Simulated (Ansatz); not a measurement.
Take ZnSiP2 in the chalcopyrite structure (space group I-42d, No. 122; a = 5.3531 Å, c = 10.4452 Å) as the base. Axes: x, y, z lie along a, b, c of the conventional cell.

Level of theory: DFT with PBEsol, PAW potentials and a 420 eV plane-wave cutoff in Ansatz (a program for electronic structure), no SOC.

Perturbation: the cell is scaled by 1.0075 in all directions, atoms relaxed at fixed cell.

Task: Predict the stress tensor and what it implies for the stiffness.

Result: Stress of the strained cell less that of the base (GPa, compression positive):
```
  -1.97    0.00    0.00
   0.00   -1.97    0.00
   0.00    0.00   -1.99
```

Then B = −ΔP/(ΔV/V₀) with ΔV/V₀ = 0.0227 gives secant stiffness values (nonlinear terms included at this strain): B (at held cell shape, above the free-shape value) ≈ 87 GPa.

Stability against distortions was not tested.
